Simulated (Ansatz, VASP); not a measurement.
## One calculation of MnS, two programs

The input run.py:

```python
from ase.calculators.vasp import Vasp
from ase.dft.bandgap import bandgap
from ase.io import read

atoms = read('MnS.xyz')
atoms.set_initial_magnetic_moments([4.0, 0.0])
calc = Vasp(
    directory='calc',
    xc='pbe',
    pp='PBE',
    setups='recommended',
    pp_version='54',
    prec='Accurate',
    encut=520,
    ediff=1e-06,
    ismear=0,
    sigma=0.05,
    lreal=False,
    lasph=True,
    nelm=120,
    algo='Normal',
    isif=2,
    lwave=False,
    lcharg=False,
    ispin=2,
    lorbit=11,
    lmaxmix=4,
    kpts=[9, 9, 9],
    gamma=True,
)
atoms.calc = calc

print('energy (eV):', atoms.get_potential_energy())
print('free energy (eV):', atoms.get_potential_energy(force_consistent=True))
print('forces (eV/A):')
print(atoms.get_forces())
print('stress (eV/A^3, Voigt):', atoms.get_stress())
print('Fermi level (eV):', calc.get_fermi_level())
print('moment (muB):', atoms.get_magnetic_moment())
print('site moments (muB):', atoms.get_magnetic_moments())
gap, top, bottom = bandgap(calc)
print('band gap (eV):', gap, 'from (spin, k, band)', top, 'to', bottom)
```

The input MnS.xyz:

```xyz
2
Lattice="0.0000000000 2.4734634191 2.4734634191 2.4734634191 0.0000000000 2.4734634191 2.4734634191 2.4734634191 0.0000000000" Properties=species:S:1:pos:R:3 pbc="T T T"
Mn     0.0000000000      0.0000000000      0.0000000000
S      3.7101951286      3.7101951286      3.7101951286
```

File input.yaml:

```yaml
crystal:
  lattice:
    - [0.0, 2.4734634191, 2.4734634191]
    - [2.4734634191, 0.0, 2.4734634191]
    - [2.4734634191, 2.4734634191, 0.0]
  atoms:
    - { symbol: Mn, position: [0.0, 0.0, 0.0], spin: 4.0 }
    - { symbol: S, position: [0.75, 0.75, 0.75] }
hamiltonian:
  xc: pbe
  pseudopotentials: { kind: paw }
magnetization:
  spin_polarized: true
kpoints:
  mp_grid: { grid: [9, 9, 9] }
scf:
  occupations: { method: gaussian, width: 0.05 }
output:
  forces: true
  stress: true
  eigenvalues: true
```

The cell is a database's computed one.

Alike in both runs: task single point; functional PBE; k mesh 9 × 9 × 9; occupations gaussian, width 0.05 eV; collinear spin, ferromagnetic start.

|  | VASP | Ansatz |
| --- | --- | --- |
| version | VASP 6.6.1 | Ansatz 0.2.0 |
| potentials or method | VASP PAW PBE potentials, release 54 (Mn_pv, S) | Ansatz PAW |
| plane-wave cutoff (eV) | 520 | 420 |
| valence electrons in the cell | 19 | 21 |

```tsv
	VASP	Ansatz	Ansatz less VASP
gap on the k mesh at the Fermi level (eV)	none	none	-
pressure (GPa)	3.1	2.9	-0.22
net moment per atom (μB)	0.12	0.12	-0.002
size of the moment on the site where the two differ most (μB)	0.23	0.21	-0.026
```

Site moments also hang on the region over which each program counts them. A gap of «none» marks a metal or a gap that the smearing closes. With one functional, cell and mesh, what is left measures potentials, basis and numerics. The two sets of potentials don't hold the same shells in valence.

Caveats: the moment fell far below its start of 4 μB, so a state of higher moment may lie lower in energy; semilocal functionals often make such compounds metallic where correlation or magnetic order opens a gap, which also shifts bond lengths; the starting moments weren't kept (Ansatz). With open d or f shells a metallic result of PBE can be an artefact of self-interaction; +U or a hybrid may open a gap.
